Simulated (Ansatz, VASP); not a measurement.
This is a calculation of BiTe for VASP 6.6.1.

INCAR

```
PREC = Accurate ; ENCUT = 520
EDIFF = 1E-7 ; ISMEAR = -1
SIGMA = 0.05 ; LREAL = F
LASPH = T ; NELM = 80
ALGO = Normal ; ISIF = 2
LWAVE = F ; LCHARG = F
GGA = PE ; NBANDS = 18
```

The input KPOINTS:

```
Automatic mesh
0
Gamma
  7 7 7
```

The input POSCAR:

```
BiTe
1.0
    2.3732508797      1.3701970343      3.2495731172
   -2.3732508797      1.3701970343      3.2495731172
    0.0000000000     -2.7403940685      3.2495731172
Bi Te
1 1
Direct
    0.5000000000      0.5000000000      0.5000000000
    0.0000000000      0.0000000000      0.0000000000
```

Potentials or basis: VASP PAW PBE potentials, release 64 (Bi_d, Te).

Command:

```sh
$ cat potpaw_PBE.64/Bi_d/POTCAR potpaw_PBE.64/Te/POTCAR > POTCAR
$ mpirun -np 1 vasp_std > vasp.out
```

Task: Set up the same calculation for Ansatz 0.2.0. Potentials there: Ansatz PAW.

Result: As run (the cutoff follows the program's own potentials):

Contents of input.yaml:

```yaml
crystal:
  lattice:
    - [2.3732508797, 1.3701970343, 3.2495731172]
    - [-2.3732508797, 1.3701970343, 3.2495731172]
    - [0.0, -2.7403940685, 3.2495731172]
  atoms:
    - { symbol: Bi, position: [0.5, 0.5, 0.5] }
    - { symbol: Te, position: [0.0, 0.0, 0.0] }
hamiltonian:
  xc: pbe
  pseudopotentials: { kind: paw }
kpoints:
  mp_grid: { grid: [7, 7, 7] }
scf:
  occupations: { method: fermi_dirac, width: 0.05 }
output:
  forces: true
  stress: true
  eigenvalues: true
```

Potentials or basis: Ansatz PAW.

Launch:

```sh
$ ansatz run input.yaml --threads 2 --pin off --max-ram 5120MiB --backend cpu --events-out ev --progress --plain --runs-dir out
```

Both were run:

|  | VASP | Ansatz | Ansatz less VASP |
| --- | --- | --- | --- |
| gap on the k mesh at the Fermi level (eV) | none | none | - |
| pressure (GPa) | 3.6 | 3.6 | +0.05 |
| largest component of the traceless stress (GPa) | 0.74 | 0.74 | 0.000 |

A gap of «none» marks a metal or a gap that the smearing closes. The two sets of potentials don't hold the same shells in valence.

Caveats: spin-orbit coupling is left out, which moves the levels of the heavy elements.
